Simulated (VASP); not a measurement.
Here is a VASP 6.6.1 calculation.

File INCAR:

```
PREC = Accurate
ENCUT = 600
EDIFF = 1E-6
ISMEAR = 0
SIGMA = 0.03
LREAL = False
LASPH = True
NELM = 80
ALGO = Normal
ISIF = 3
LWAVE = False
LCHARG = False
GGA = PE
IBRION = 2
NSW = 90
EDIFFG = -0.01
KPAR = 2
```

The input KPOINTS:

```
Automatic mesh
0
Gamma
  9 9 5
```

The input POSCAR:

```
ZnO
1.0
    3.2493080000      0.0000000000      0.0000000000
   -1.6246540000      2.8139832700      0.0000000000
    0.0000000000      0.0000000000      5.2057090000
Zn O
2 2
Direct
    0.3333333300      0.6666666700      0.5000000000
    0.6666666700      0.3333333300      0.0000000000
    0.6666666700      0.3333333300      0.3790100000
    0.3333333300      0.6666666700      0.8790100000
```

Potentials or basis: VASP PAW PBE potentials, release 64 (Zn, O).

The run is started by

```console
$ cat potpaw_PBE.64/Zn/POTCAR potpaw_PBE.64/O/POTCAR > POTCAR
$ mpirun -np 2 vasp_std > vasp.out
```

Q: What does it give for the band gap on the k mesh?

A: 0.72 eV, direct.

Q: Predict the relaxed cell.

A: a = 3.286 Å, b = 3.286 Å, c = 5.300 Å, α = 90.00°, β = 90.00°, γ = 120.00°.

The path:
```tsv
step	energy change (eV)	largest force (eV/Å)	pressure (GPa)	volume (Å³)
1	0.0000	0.0741	5.83	47.60
2	-0.0270	0.0268	-2.61	50.64
3	-0.0357	0.0011	-0.01	49.59
4	-0.0357	0.0022	-0.06	49.63
5	-0.0357	0.0108	-0.01	49.62
6	-0.0357	0.0152	-0.10	49.62
7	-0.0358	0.0116	-0.01	49.57
8	-0.0357	0.0100	0.08	49.54
9	-0.0357	0.0103	0.14	49.54
10	-0.0358	0.0109	0.11	49.56
11	-0.0358	0.0125	0.00	49.56
12	-0.0358	0.0103	0.12	49.56
13	-0.0358	0.0121	0.06	49.56
14	-0.0358	0.0025	0.06	49.57
```

A hybrid or GW would open this gap; PBE tends to underestimate it. PBE usually gives volumes a little too large and moduli too small.
